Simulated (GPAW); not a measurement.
# CdS (Greenockite) (P6_3mc) in GPAW: a series of runs

One crystal, CdS (Greenockite), is run at these levels: PBE; tasks: single point.

All numbers are computed with GPAW 26.7.0; they aren't measurements. Logs are shortened: lines on timing, memory, paths and dates and some standing lists are left out, and cuts for length are marked. The log counts tension as positive stress, the text compression.

**What was measured.**

From “Isotope dependence of band-gap energy”, 2008, arxiv:0807.2152, for a bulk crystal of CdS: band gap 2.5809 ± 0.0002 eV.

The runs below are set against these values where they give the same quantity.

**1. Starting point**

Symmetry: P6_3mc, No. 186, hexagonal system. Conventional cell: a = 4.150 Å, b = 4.150 Å, c = 6.737 Å, α = 90.00°, β = 90.00°, γ = 120.00°. Around Cd (site symmetry 3m) lie 4 S at 2.53 to 2.54 Å. Around S (site symmetry 3m) lie 4 Cd at 2.53 to 2.54 Å.

**2. Single point, PBE**

run.py

```python
from ase import Atoms
from ase.dft.bandgap import bandgap
from ase.io import write
from ase.units import GPa
from gpaw import GPAW, PW

atoms = Atoms(['Cd', 'Cd', 'S', 'S'],
              cell=[[4.15, 0.0, 0.0],
                    [-2.075, 3.5940054257, 0.0],
                    [0.0, 0.0, 6.737]],
              scaled_positions=[[0.6666666667, 0.3333333333, 0.5],
                                [0.3333333333, 0.6666666667, 0.0],
                                [0.6666666667, 0.3333333333, 0.875],
                                [0.3333333333, 0.6666666667, 0.375]],
              pbc=True)

calc = GPAW(mode=PW(600),
            xc='PBE',
            kpts={'size': (7, 7, 4), 'gamma': True},
            occupations={'name': 'methfessel-paxton', 'order': 0, 'width': 0.020999999999999998},
            nbands=31,
            convergence={'density': 1e-05, 'energy': 1e-05},
            maxiter=150,
            txt='gpaw.txt')
atoms.calc = calc
energy = atoms.get_potential_energy()
forces = atoms.get_forces()
stress = atoms.get_stress()
calc.write('gs.gpw')
write('result.traj', atoms)
print(f'Energy: {energy:.6f} eV')
print('Forces (eV/A):')
print(forces.round(4))
print('Stress (GPa):', (stress / GPa).round(3))
print('Fermi level:', round(calc.get_fermi_level(), 4), 'eV')
print(f'Gap: {bandgap(calc)[0]:.4f} eV, direct: {bandgap(calc, direct=True)[0]:.4f} eV')
```

Potentials or basis: GPAW PAW data sets (gpaw-data 1.2.1), pw.

Launch:

```
OMP_NUM_THREADS=1 python run.py
```

gpaw.txt:

```text
__  _  _
 | _ |_)|_||  |
 |__||  | ||/\| - 26.7.0

Input parameters:
  mode=PW(ecut=600.0),
  convergence={'density': 1e-05, 'energy': 1e-05},
  kpts=MonkhorstPack(size=(7, 7, 4), gamma=True),
  maxiter=150,
  nbands=31,
  occupations=Occupations(name='methfessel-paxton', order=0, width=0.020999999999999998),
  xc=XC(name='PBE')

Diagonalizing LCAO Hamiltonian
Converting LCAO to pw mode

            S

            Cd
        S

        Cd

Atoms  # Å, Bohr magnetons
|   | symbol |         x |        y |        z |    initial magnetic moments |
|---|--------|-----------|----------|----------|-----------------------------|
| 0 |     Cd |  2.075000 | 1.198002 | 3.368500 | ( 0.0000,  0.0000,  0.0000) |
| 1 |     Cd | -0.000000 | 2.396004 | 0.000000 | ( 0.0000,  0.0000,  0.0000) |
| 2 |      S |  2.075000 | 1.198002 | 5.894875 | ( 0.0000,  0.0000,  0.0000) |
| 3 |      S | -0.000000 | 2.396004 | 2.526375 | ( 0.0000,  0.0000,  0.0000) |

Unit cell  # Å
| periodic |         x |        y |        z |  lengths |     angles |
|----------|-----------|----------|----------|----------|------------|
|      yes |  4.150000 | 0.000000 | 0.000000 | 4.150000 |  90.000000 |
|      yes | -2.075000 | 3.594005 | 0.000000 | 4.150000 |  90.000000 |
|      yes |  0.000000 | 0.000000 | 6.737000 | 6.737000 | 120.000000 |

Number of symmetries: 6
Symmetry operations  # r_c * U_cc + t_c -> r_c
|   | kind |            matrix            |
|---|------|------------------------------|
| 0 |  σ   |  1, 1, 0,  0,-1, 0,  0, 0, 1 |
| 1 |  E   |  1, 0, 0,  0, 1, 0,  0, 0, 1 |
| 2 |  C3  |  0, 1, 0, -1,-1, 0,  0, 0, 1 |
| 3 |  σ   |  0,-1, 0, -1, 0, 0,  0, 0, 1 |
| 4 |  σ   | -1, 0, 0,  1, 1, 0,  0, 0, 1 |
| 5 |  C3  | -1,-1, 0,  1, 0, 0,  0, 0, 1 |

BZ-sampling:
  Number of BZ points: 196
  Number of IBZ points: 28

  Monkhorst-Pack size: [7, 7, 4]
  Monkhorst-Pack shift: [0.0, 0.0, 0.125]

K-points  # in reciprocal-cell coordinates
|     |                                coordinates |     weight |
|-----|--------------------------------------------|------------|
|   0 | (  0.00000000,   0.00000000,   0.00000000) | 0.00510204 |
|   1 | (  0.00000000,   0.00000000,   0.25000000) | 0.01020408 |
|   2 | (  0.00000000,   0.00000000,   0.50000000) | 0.00510204 |
|   3 | (  0.14285714,   0.00000000,  -0.25000000) | 0.03061224 |
|   4 | (  0.14285714,   0.00000000,   0.00000000) | 0.03061224 |
|   5 | (  0.14285714,   0.00000000,   0.25000000) | 0.03061224 |
|   6 | (  0.14285714,   0.00000000,   0.50000000) | 0.03061224 |
|   7 | (  0.28571429,  -0.14285714,   0.00000000) | 0.03061224 |
|   8 | (  0.28571429,  -0.14285714,   0.25000000) | 0.06122449 |
|   9 | (  0.28571429,  -0.14285714,   0.50000000) | 0.03061224 |
| ... |                                            |            |
|  27 | (  0.42857143,   0.42857143,   0.50000000) | 0.03061224 |

Plane wave coefficients: 3376
Cutoff: 600.0 eV

Spin-components: 1 (collinear spins)
Bands:           31
Projectors:      22
Spin-degeneracy: 2
Datatype:        complex128

Parallelization:
  kpt:    1
  domain: 1
  band:   1

Density:
  Valence electrons: 36.0
  Components: 1
  Grid points: [24 24 40]
  Charge: 0.0  # |e|

Potential:
  Grid points: [24 24 40]

species:
  Cd:
    name:    Cadmium
    Z:       48.0
    valence: 12
    core:    36
    charge:  0.0  # [|e|]
    compensation charges:
      type: gauss
      rc: 0.38  # [Å]
      lmax: 2
    cutoffs:
      filter: 2.12  # [Å]
      core: 2.62  # [Å]
    projectors
    | kind |    occ | energy [eV] | rcut [Å] |
    |------|--------|-------------|----------|
    |   5s |  2.000 |      -5.655 |    1.191 |
    |   5p |  0.000 |      -1.186 |    1.228 |
    |   4d | 10.000 |     -11.739 |    1.164 |
    |    s |        |      21.556 |    1.191 |
    |    p |        |      26.026 |    1.228 |
    |    d |        |      15.473 |    1.164 |

    Using partial waves for Cd as LCAO basis

  S:
    name:    Sulfur
    Z:       16.0
    valence: 6
    core:    10
    charge:  0.0  # [|e|]
    compensation charges:
      type: gauss
      rc: 0.24  # [Å]
      lmax: 2
    cutoffs:
      filter: 1.77  # [Å]
      core: 1.66  # [Å]
    projectors
    | kind |    occ | energy [eV] | rcut [Å] |
    |------|--------|-------------|----------|
    |   3s |  2.000 |     -17.254 |    0.974 |
    |   3p |  4.000 |      -7.008 |    0.979 |
    |    s |        |       9.957 |    0.974 |
    |    p |        |      20.203 |    0.979 |
    |    d |        |       0.000 |    0.900 |

    Using partial waves for S as LCAO basis

Reference energy: -326061.476468  # eV

eigensolver:
  PPCG
  Converge bands: occupied
  niter=2

density mixing:
  MSR1-Mixer
  Pratt-step length: 0.05
  Maximum mixing coefficient: 0.75
  Old densities: 10
  SVD Regularization: 0.005
  Good broyden scale: 1.0
  Trust region scale: 1.0
  Backstep threshold: 4.0
  History deletion threshold: 6.0
  Fourier metric: weight=20.0, sigma=0.015

occupation numbers:
  Methfessel-Paxton:
    width: 0.0210  # eV
    order: 0

poisson solver:
  ecut: 4800.0  # eV

xc functional:
  name: PBE with 2 nearest neighbor stencil

convergence criteria:
- Maximum integral of absolute [dens]ity change: 1e-05 electrons / valence electron
- Maximum [total energy] change in last 3 cyles: 1e-05 eV / valence electron
- Maximum integral of absolute [eigenst]ate change: 4e-08 eV^2 / valence electron
maximum number of iterations: 150

SCF iterations
|iter     | |      energy | eigst |  dens |
|---------|-|-------------|-------|-------|
|iter:   1| |  -13.697171 | -0.40 |       |
|iter:   2| |  -13.471898 | -2.10 | -1.12 |
|iter:   3| |  -12.684048 | -1.37 | -1.16 |
|iter:   4| |  -12.679890 | -3.22 | -1.73 |
|iter:   5| |  -12.679115 | -3.62 | -2.16 |
|iter:   6| |  -12.679220 | -4.97 | -2.86 |
|iter:   7| |  -12.679234c| -6.24 | -3.48 |
|iter:   8| |  -12.679234c| -7.31 | -4.41 |
|iter:   9| |  -12.679234c| -7.55c| -4.68 |
|iter:  10| |  -12.679234c| -7.84c| -5.19c|

Converged in 10 steps
Energy contributions relative to reference atoms: (reference = -326061.476468)

Energy contributions:
  Kinetic:          37.011610
  Coulomb:         -33.548933
  Zero:              0.289945
  External:          0.000000
  Xc:              -16.431855
  Entropy:          -0.000000
  Spinorbit:         0.000000
  ----------------------------
  Free energy:     -12.679234
  Extrapolated:    -12.679234

dipole moment: (-0.000000, -0.000021, -18.993700)  # |e|*Ang

Fermi level: 3.619
Eigenvalues  # (at kpt = [0.000, 0.000, 0.000])
| band index |      eig [eV] | occ [0-2] |
|------------|---------------|-----------|
|          0 |        -8.851 |     2.000 |
|        ... |               |           |
|         10 |        -3.654 |     2.000 |
|         11 |        -3.320 |     2.000 |
|         12 |        -0.883 |     2.000 |
|         13 |         2.699 |     2.000 |
|         14 |         2.699 |     2.000 |
|         15 |         3.419 |     2.000 |
[... 8 lines left out ...]
|         24 |        10.993 |     0.000 |
|         25 |        11.129 |     0.000 |
|        ... |               |           |
|         30 |        14.988 |     0.000 |

Gap: 1.177 eV
Transition (v -> c):
  (s=0, k=0, n=17, [0.00, 0.00, 0.00]) -> (s=0, k=0, n=18, [0.00, 0.00, 0.00])
No difference between direct/indirect transitions

Forces  # eV/Ang
|        x |        y |        z |
|----------|----------|----------|
| -0.00000 | -0.00000 | -0.06686 |  # Cd   0
| -0.00000 |  0.00000 | -0.06740 |  # Cd   1
| -0.00000 |  0.00000 |  0.06680 |  # S    2
| -0.00000 |  0.00000 |  0.06744 |  # S    3

Stress tensor  # eV/Ang^3
|         x |         y |         z |
|-----------|-----------|-----------|
| -0.010039 |  0.000000 | -0.000000 |
|  0.000000 | -0.010039 |  0.000000 |
| -0.000000 |  0.000000 | -0.014059 |

# Writing to gs.gpw (mode='')
```

Wall time 55 s (1 thread of Arm Neoverse V1, shared host); peak memory 0.23 GiB.

Results:

```
Free energy            : -12.6792 eV
Pressure               : 1.8 GPa
Largest force          : 0.067 eV/Å
Band gap on the k mesh : 1.18 eV, direct
```

Forces on the atoms (eV/Å):
```
Cd   0.000  0.000 -0.067
Cd   0.000  0.000 -0.067
S    0.000  0.000  0.067
S    0.000  0.000  0.067
```

Levels at points of the mesh, in eV from the valence-band top:
```csv
k point,band 16,band 17,band 18,band 19,band 20,band 21
"(0.00, 0.00, 0.00)",-0.04,0.00,0.00,1.18,2.77,6.43
"(0.00, 0.00, 0.50)",-0.40,-0.40,-0.40,2.82,2.82,6.15
```

**3. Single point, PBE**

run.py

```python
from ase.dft.bandgap import bandgap
from ase.io import read, write
from ase.units import GPa
from gpaw import GPAW, PW

atoms = read('POSCAR')

calc = GPAW(mode=PW(600),
            xc='PBE',
            kpts={'size': (7, 7, 4), 'gamma': True},
            occupations={'name': 'methfessel-paxton', 'order': 0, 'width': 0.025},
            nbands=31,
            convergence={'density': 1e-05, 'energy': 1e-05},
            maxiter=150,
            txt='gpaw.txt')
atoms.calc = calc
energy = atoms.get_potential_energy()
forces = atoms.get_forces()
stress = atoms.get_stress()
calc.write('gs.gpw')
write('result.traj', atoms)
print(f'Energy: {energy:.6f} eV')
print('Forces (eV/A):')
print(forces.round(4))
print('Stress (GPa):', (stress / GPa).round(3))
print('Fermi level:', round(calc.get_fermi_level(), 4), 'eV')
print(f'Gap: {bandgap(calc)[0]:.4f} eV, direct: {bandgap(calc, direct=True)[0]:.4f} eV')
```

POSCAR

```
CdS
1.0
    4.1500000000      0.0000000000      0.0000000000
   -2.0750000000      3.5940054257      0.0000000000
    0.0000000000      0.0000000000      6.7370000000
Cd S
2 2
Direct
    0.6666666667      0.3333333333      0.5000000000
    0.3333333333      0.6666666667      0.0000000000
    0.6666666667      0.3333333333      0.8750000000
    0.3333333333      0.6666666667      0.3750000000
```

Potentials or basis: GPAW PAW data sets (gpaw-data 1.2.1), pw.

Launch:

```
OMP_NUM_THREADS=1 python run.py
```

gpaw.txt:

```text
__  _  _
 | _ |_)|_||  |
 |__||  | ||/\| - 26.7.0

Input parameters:
  mode=PW(ecut=600.0),
  convergence={'density': 1e-05, 'energy': 1e-05},
  kpts=MonkhorstPack(size=(7, 7, 4), gamma=True),
  maxiter=150,
  nbands=31,
  occupations=Occupations(name='methfessel-paxton', order=0, width=0.025),
  xc=XC(name='PBE')

Diagonalizing LCAO Hamiltonian
Converting LCAO to pw mode

            S

            Cd
        S

        Cd

Atoms  # Å, Bohr magnetons
|   | symbol |         x |        y |        z |    initial magnetic moments |
|---|--------|-----------|----------|----------|-----------------------------|
| 0 |     Cd |  2.075000 | 1.198002 | 3.368500 | ( 0.0000,  0.0000,  0.0000) |
| 1 |     Cd | -0.000000 | 2.396004 | 0.000000 | ( 0.0000,  0.0000,  0.0000) |
| 2 |      S |  2.075000 | 1.198002 | 5.894875 | ( 0.0000,  0.0000,  0.0000) |
| 3 |      S | -0.000000 | 2.396004 | 2.526375 | ( 0.0000,  0.0000,  0.0000) |

Unit cell  # Å
| periodic |         x |        y |        z |  lengths |     angles |
|----------|-----------|----------|----------|----------|------------|
|      yes |  4.150000 | 0.000000 | 0.000000 | 4.150000 |  90.000000 |
|      yes | -2.075000 | 3.594005 | 0.000000 | 4.150000 |  90.000000 |
|      yes |  0.000000 | 0.000000 | 6.737000 | 6.737000 | 120.000000 |

Number of symmetries: 6
Symmetry operations  # r_c * U_cc + t_c -> r_c
|   | kind |            matrix            |
|---|------|------------------------------|
| 0 |  σ   |  1, 1, 0,  0,-1, 0,  0, 0, 1 |
| 1 |  E   |  1, 0, 0,  0, 1, 0,  0, 0, 1 |
| 2 |  C3  |  0, 1, 0, -1,-1, 0,  0, 0, 1 |
| 3 |  σ   |  0,-1, 0, -1, 0, 0,  0, 0, 1 |
| 4 |  σ   | -1, 0, 0,  1, 1, 0,  0, 0, 1 |
| 5 |  C3  | -1,-1, 0,  1, 0, 0,  0, 0, 1 |

BZ-sampling:
  Number of BZ points: 196
  Number of IBZ points: 28

  Monkhorst-Pack size: [7, 7, 4]
  Monkhorst-Pack shift: [0.0, 0.0, 0.125]

K-points  # in reciprocal-cell coordinates
|     |                                coordinates |     weight |
|-----|--------------------------------------------|------------|
|   0 | (  0.00000000,   0.00000000,   0.00000000) | 0.00510204 |
|   1 | (  0.00000000,   0.00000000,   0.25000000) | 0.01020408 |
|   2 | (  0.00000000,   0.00000000,   0.50000000) | 0.00510204 |
|   3 | (  0.14285714,   0.00000000,  -0.25000000) | 0.03061224 |
|   4 | (  0.14285714,   0.00000000,   0.00000000) | 0.03061224 |
|   5 | (  0.14285714,   0.00000000,   0.25000000) | 0.03061224 |
|   6 | (  0.14285714,   0.00000000,   0.50000000) | 0.03061224 |
|   7 | (  0.28571429,  -0.14285714,   0.00000000) | 0.03061224 |
|   8 | (  0.28571429,  -0.14285714,   0.25000000) | 0.06122449 |
|   9 | (  0.28571429,  -0.14285714,   0.50000000) | 0.03061224 |
| ... |                                            |            |
|  27 | (  0.42857143,   0.42857143,   0.50000000) | 0.03061224 |

Plane wave coefficients: 3376
Cutoff: 600.0 eV

Spin-components: 1 (collinear spins)
Bands:           31
Projectors:      22
Spin-degeneracy: 2
Datatype:        complex128

Parallelization:
  kpt:    1
  domain: 1
  band:   1

Density:
  Valence electrons: 36.0
  Components: 1
  Grid points: [24 24 40]
  Charge: 0.0  # |e|

Potential:
  Grid points: [24 24 40]

species:
  Cd:
    name:    Cadmium
    Z:       48.0
    valence: 12
    core:    36
    charge:  0.0  # [|e|]
    compensation charges:
      type: gauss
      rc: 0.38  # [Å]
      lmax: 2
    cutoffs:
      filter: 2.12  # [Å]
      core: 2.62  # [Å]
    projectors
    | kind |    occ | energy [eV] | rcut [Å] |
    |------|--------|-------------|----------|
    |   5s |  2.000 |      -5.655 |    1.191 |
    |   5p |  0.000 |      -1.186 |    1.228 |
    |   4d | 10.000 |     -11.739 |    1.164 |
    |    s |        |      21.556 |    1.191 |
    |    p |        |      26.026 |    1.228 |
    |    d |        |      15.473 |    1.164 |

    Using partial waves for Cd as LCAO basis

  S:
    name:    Sulfur
    Z:       16.0
    valence: 6
    core:    10
    charge:  0.0  # [|e|]
    compensation charges:
      type: gauss
      rc: 0.24  # [Å]
      lmax: 2
    cutoffs:
      filter: 1.77  # [Å]
      core: 1.66  # [Å]
    projectors
    | kind |    occ | energy [eV] | rcut [Å] |
    |------|--------|-------------|----------|
    |   3s |  2.000 |     -17.254 |    0.974 |
    |   3p |  4.000 |      -7.008 |    0.979 |
    |    s |        |       9.957 |    0.974 |
    |    p |        |      20.203 |    0.979 |
    |    d |        |       0.000 |    0.900 |

    Using partial waves for S as LCAO basis

Reference energy: -326061.476468  # eV

eigensolver:
  PPCG
  Converge bands: occupied
  niter=2

density mixing:
  MSR1-Mixer
  Pratt-step length: 0.05
  Maximum mixing coefficient: 0.75
  Old densities: 10
  SVD Regularization: 0.005
  Good broyden scale: 1.0
  Trust region scale: 1.0
  Backstep threshold: 4.0
  History deletion threshold: 6.0
  Fourier metric: weight=20.0, sigma=0.015

occupation numbers:
  Methfessel-Paxton:
    width: 0.0250  # eV
    order: 0

poisson solver:
  ecut: 4800.0  # eV

xc functional:
  name: PBE with 2 nearest neighbor stencil

convergence criteria:
- Maximum integral of absolute [dens]ity change: 1e-05 electrons / valence electron
- Maximum [total energy] change in last 3 cyles: 1e-05 eV / valence electron
- Maximum integral of absolute [eigenst]ate change: 4e-08 eV^2 / valence electron
maximum number of iterations: 150

SCF iterations
|iter     | |      energy | eigst |  dens |
|---------|-|-------------|-------|-------|
|iter:   1| |  -13.697171 | -0.40 |       |
|iter:   2| |  -13.471898 | -2.10 | -1.12 |
|iter:   3| |  -12.684048 | -1.37 | -1.16 |
|iter:   4| |  -12.679890 | -3.22 | -1.73 |
|iter:   5| |  -12.679115 | -3.62 | -2.16 |
|iter:   6| |  -12.679220 | -4.97 | -2.86 |
|iter:   7| |  -12.679234c| -6.24 | -3.48 |
|iter:   8| |  -12.679234c| -7.31 | -4.41 |
|iter:   9| |  -12.679234c| -7.55c| -4.68 |
|iter:  10| |  -12.679234c| -7.84c| -5.19c|

Converged in 10 steps
Energy contributions relative to reference atoms: (reference = -326061.476468)

Energy contributions:
  Kinetic:          37.011610
  Coulomb:         -33.548933
  Zero:              0.289945
  External:          0.000000
  Xc:              -16.431855
  Entropy:          -0.000000
  Spinorbit:         0.000000
  ----------------------------
  Free energy:     -12.679234
  Extrapolated:    -12.679234

dipole moment: (-0.000000, -0.000021, -18.993700)  # |e|*Ang

Fermi level: 3.619
Eigenvalues  # (at kpt = [0.000, 0.000, 0.000])
| band index |      eig [eV] | occ [0-2] |
|------------|---------------|-----------|
|          0 |        -8.851 |     2.000 |
|        ... |               |           |
|         10 |        -3.654 |     2.000 |
|         11 |        -3.320 |     2.000 |
|         12 |        -0.883 |     2.000 |
|         13 |         2.699 |     2.000 |
|         14 |         2.699 |     2.000 |
|         15 |         3.419 |     2.000 |
[... 8 lines left out ...]
|         24 |        10.993 |     0.000 |
|         25 |        11.129 |     0.000 |
|        ... |               |           |
|         30 |        14.988 |     0.000 |

Gap: 1.177 eV
Transition (v -> c):
  (s=0, k=0, n=17, [0.00, 0.00, 0.00]) -> (s=0, k=0, n=18, [0.00, 0.00, 0.00])
No difference between direct/indirect transitions

Forces  # eV/Ang
|        x |        y |        z |
|----------|----------|----------|
| -0.00000 | -0.00000 | -0.06686 |  # Cd   0
| -0.00000 |  0.00000 | -0.06740 |  # Cd   1
| -0.00000 |  0.00000 |  0.06680 |  # S    2
| -0.00000 |  0.00000 |  0.06744 |  # S    3

Stress tensor  # eV/Ang^3
|         x |         y |         z |
|-----------|-----------|-----------|
| -0.010039 |  0.000000 | -0.000000 |
|  0.000000 | -0.010039 |  0.000000 |
| -0.000000 |  0.000000 | -0.014059 |

# Writing to gs.gpw (mode='')
```

It took 55 s on 1 thread of Arm Neoverse V1, shared host; peak memory 0.23 GiB.

Results:

```
Free energy            : -12.6792 eV
Pressure               : 1.8 GPa
Largest force          : 0.067 eV/Å
Band gap on the k mesh : 1.18 eV, direct
```

Forces on the atoms (eV/Å):
```
Cd   0.000  0.000 -0.067
Cd   0.000  0.000 -0.067
S    0.000  0.000  0.067
S    0.000  0.000  0.067
```

Stress tensor (GPa, compression positive):
```
1.61 0.00 0.00
0.00 1.61 0.00
0.00 0.00 2.25
```

**4. Comparison with measurements**

Step 2. Against the measured gap of CdS, 2.5809 eV (quoted in “Isotope dependence of band-gap energy”, 2008, arxiv:0807.2152), the calculated 1.18 eV is off by -1.40 eV. So large a miss can be the level of theory's own, or it may mean another phase, state or a wrong row. Spin-orbit coupling on Cd is left out. The value is that of PBE, without temperature or zero-point motion. Semilocal functionals fall short of measured gaps as a rule.

Step 3. Against the measured gap of CdS, 2.5809 eV (quoted in “Isotope dependence of band-gap energy”, 2008, arxiv:0807.2152), the calculated 1.18 eV is off by -1.40 eV. So large a miss can be the level of theory's own, or it may mean another phase, state or a wrong row. Spin-orbit coupling on Cd is left out. The value is that of PBE, without temperature or zero-point motion. Semilocal functionals fall short of measured gaps as a rule.
